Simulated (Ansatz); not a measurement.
Steps from a short run of molecular dynamics on a 2×2×3 supercell (24 atoms) of SiC (rocksalt), relaxed with r2SCAN; forces from PBE in Ansatz, 4×4×2 mesh, Fermi-Dirac smearing of 0.086 eV, a Nosé-Hoover thermostat at fixed volume, set at 1000 K. Computed, non-magnetic; the trajectory is short and the cell small, so nothing here is a converged average. The structure comes from a prototype and may be hypothetical.

Cell vectors in Å:
```
0.0000 4.0277 4.0277
4.0277 0.0000 4.0277
6.0416 6.0416 0.0000
```

Task: At 8 fs the positions in Å are
```
Si   0.002   0.006   0.036
C    2.071   1.957   1.921
Si   2.001   2.049   0.014
C    3.957   4.025   2.064
Si   3.970   4.053  -0.041
C    6.030   6.030   2.008
Si   2.010   0.032   1.996
C    4.082   2.155   4.042
Si   4.071   1.963   2.024
C    6.020   4.100   4.029
Si   6.017   4.000   2.027
C    8.063   6.091   4.009
Si  -0.043   2.014   2.053
C    1.916   4.041   3.946
Si   2.068   3.941   2.020
C    3.995   6.006   4.072
Si   4.041   5.999   1.996
C    5.948   7.898   4.111
Si   2.037   2.012   4.044
C    4.050   4.001   6.021
Si   4.065   4.069   4.000
C    6.025   5.961   6.047
Si   6.067   6.158   3.985
C    8.128   8.043   6.095
```
What are the forces, and how far does the free energy (smearing included) lie above that of step 0, with the atoms on their sites?

Result: 54.1 meV an atom; forces in eV/Å:
```
Si   0.017   0.420  -0.891
C   -0.742   0.203   1.840
Si   0.332  -0.548  -0.998
C    1.470   0.107  -1.067
Si  -0.028  -0.628   0.814
C    0.245  -0.215  -0.430
Si   0.632  -0.579  -0.580
C   -1.302  -1.538   0.047
Si   0.268   0.003  -0.111
C    0.965  -0.206  -0.743
Si  -0.034  -0.540   0.302
C    0.672   0.006   0.076
Si   0.841   0.607  -0.696
C    0.002  -1.373   1.301
Si  -1.140   0.981  -0.189
C   -0.160   0.791  -0.719
Si  -0.893   0.186   0.692
C    0.975   4.203  -0.563
Si   0.374   0.815   0.026
C   -0.649  -0.338   0.873
Si  -0.464   0.243   0.776
C    0.747   1.293   0.186
Si  -0.817  -3.785   0.965
C   -1.312  -0.109  -0.913
```

Task: At 56 fs the positions in Å are
```
Si  -0.128   0.058   0.051
C    1.970   1.956   2.057
Si   2.014   1.993   0.037
C    4.019   4.018   2.017
Si   4.040   4.040  -0.004
C    5.975   6.115   1.971
Si   1.971  -0.040   2.004
C    4.067   1.863   4.005
Si   4.068   1.968   2.020
C    6.002   3.992   4.118
Si   6.019   4.000   1.914
C    7.958   6.053   4.039
Si   0.065   2.016   2.050
C    2.238   4.163   4.016
Si   2.040   3.954   2.048
C    4.122   6.128   4.022
Si   4.016   6.022   1.997
C    5.966   8.123   3.971
Si   2.105   2.038   4.029
C    4.022   3.983   6.004
Si   4.059   4.096   4.033
C    6.013   6.010   6.028
Si   6.034   6.057   4.034
C    7.936   8.120   5.974
```
What are the forces, and how far does the free energy (smearing included) lie above that of step 0, with the atoms on their sites?

Result: 47.4 meV an atom; forces in eV/Å:
```
Si   0.418  -1.822  -1.053
C    1.213   0.345   0.106
Si   0.100   0.957  -0.751
C    0.709  -0.161  -0.080
Si  -0.822  -0.096  -0.188
C    0.208  -0.941   0.585
Si   0.537   0.458  -0.209
C   -0.448   1.845  -0.039
Si  -0.029   0.024  -0.156
C    0.467  -0.129  -0.942
Si  -0.257  -0.354   0.707
C    0.569   0.117  -0.185
Si  -0.902   0.394  -0.389
C   -2.163  -2.228   0.196
Si  -0.449   1.098  -0.035
C   -0.815  -0.350  -0.097
Si  -0.802   0.237   0.525
C    0.927   0.638   0.517
Si  -0.678   0.166   0.156
C   -0.035   0.072   0.743
Si   1.301   0.019   0.014
C    0.550   0.738   0.221
Si   0.109  -0.345   0.178
C    0.291  -0.681   0.177
```
